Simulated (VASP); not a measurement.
**BaTiO3: relaxation of shape and atoms at fixed volume with r2SCAN**

BaTiO3:

```xyz
5
Lattice="2.8293 1.6335 2.3210 -2.8293 1.6335 2.3210 0.0000 -3.2670 2.3210" Properties=species:S:1:pos:R:3 pbc="T T T"
Ba    0.0000    0.0000    6.9458
Ti    0.0000    0.0000    3.3723
O     0.0000    1.6024    2.4076
O    -1.3877   -0.8012    2.4076
O     1.3877   -0.8012    2.4076
```

The cell isn't the ideal one: a relaxed cell with its volume scaled by 0.98.

- Program: VASP 6.6.1
- Task: relaxation of shape and atoms at fixed volume
- Functional: r2SCAN
- Potentials or basis: VASP PAW PBE potentials, release 64 (Ba_sv, Ti_sv, O)
- Cutoff: 600 eV
- k mesh: 9 × 9 × 7
- Occupations: gaussian, width 0.03 eV
- Spin: no spin polarisation
- Further INCAR settings: ALGO = Normal; EDIFF = 1e-07; IBRION = 2; EDIFFG = -0.01; NSW = 40; ISIF = 4

```yaml
Energy_gained_by_relaxing: 1.0 meV/atom
Ionic_steps: 6
Pressure_after_relaxing: 2.5 GPa
Largest_force_after_relaxing: 0.005 eV/Å
Band_gap_on_the_k_mesh: 2.67 eV, indirect (least direct gap 2.99 eV)
```

Forces in eV/Å, atoms in the order of the input:
```
Ba   0.000  0.000  0.003
Ti   0.000  0.000 -0.005
O    0.000  0.005  0.001
O   -0.004 -0.002  0.001
O    0.004 -0.002  0.001
```

Step by step:
```tsv
step	energy change (eV)	largest force (eV/Å)	pressure (GPa)
1	0.0000	0.2225	3.66
2	-0.0039	0.0818	2.91
3	-0.0042	0.0481	2.65
4	-0.0046	0.0336	2.59
5	-0.0047	0.0182	2.52
6	-0.0048	0.0050	2.48
```

Final structure:
```xyz
5
Lattice="2.8309 1.6344 2.3184 -2.8309 1.6344 2.3184 0.0000 -3.2688 2.3184" Properties=species:S:1:pos:R:3 pbc="T T T"
Ba    0.0000    0.0000    6.9466
Ti    0.0000    0.0000    3.3896
O     0.0000    1.6102    2.3951
O    -1.3945   -0.8051    2.3951
O     1.3945   -0.8051    2.3951
```

Levels at points of the mesh, in eV from the valence-band top:
| k point | band 16 | band 17 | band 18 | band 19 | band 20 | band 21 | band 22 | band 23 | band 24 |
| --- | --- | --- | --- | --- | --- | --- | --- | --- | --- |
| (0.00, 0.00, 0.00) | -1.24 | -1.06 | -0.41 | -0.32 | -0.32 | 2.67 | 2.67 | 2.78 | 4.68 |

Wall time 9.2 min on 2 MPI ranks on Intel(R) Xeon(R) 6975P-C (Granite Rapids) (shared host), peak memory 0.43 GiB a rank.

Caveat: the PAW data sets were made with another functional, which shifts forces and pressure a little; spin-orbit coupling is left out, which moves the levels of the heavy elements; an odd mesh through Γ misses points on the zone boundary, where band edges often lie.
